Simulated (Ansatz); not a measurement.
Runs of Ansatz 0.2.0 on MoS2. The cell holds a slab with vacuum, 6 atoms: a = 3.185 Å, b = 3.185 Å, c = 21.671 Å, α = 90.00°, β = 90.00°, γ = 120.00°. 

```csv
task,level,cell,cutoff (eV),points for each segment of the path,gap on the mesh (eV),relaxed volume (Å³/atom)
band structure,BLYP,as given,420,14,(b),-
relaxation of cell and atoms,BLYP+D3(BJ),relaxed,420,-,0.71,17.27
relaxation of cell and atoms,r2SCAN+rVV10,relaxed,500,-,1.44,30.92
relaxation of cell and atoms,PBEsol,relaxed,420,-,1.44,(a)
relaxation of cell and atoms,r2SCAN+D4,relaxed,500,-,1.43,31.08
```

Alike in all rows: potentials or basis Ansatz PAW; no spin polarisation; k mesh 10 × 10 × 2; smearing fermi-dirac 0.05 eV.

Task: Fill in the values left out.

Result: (a) 30.71; (b) 1.37.

Caveats: the PAW data sets come from PBE, with cores solved anew for the run's functional, which leaves a small shift of forces and pressure; the plane-wave basis is chosen anew once the cell has moved, so the energies of steps on either side of that aren't comparable (some runs); the potentials were made for another functional, which shifts forces and pressure (some runs); the k mesh misses the band edges, so the gap on the mesh is wider than the one along the path (some runs); the volume moved by over 15 % at a fixed basis, so the end points are rough (some runs).

A k mesh can miss the band edges, and the runs leave out spin-orbit coupling on Mo.

Not every run made on this cell is shown here.
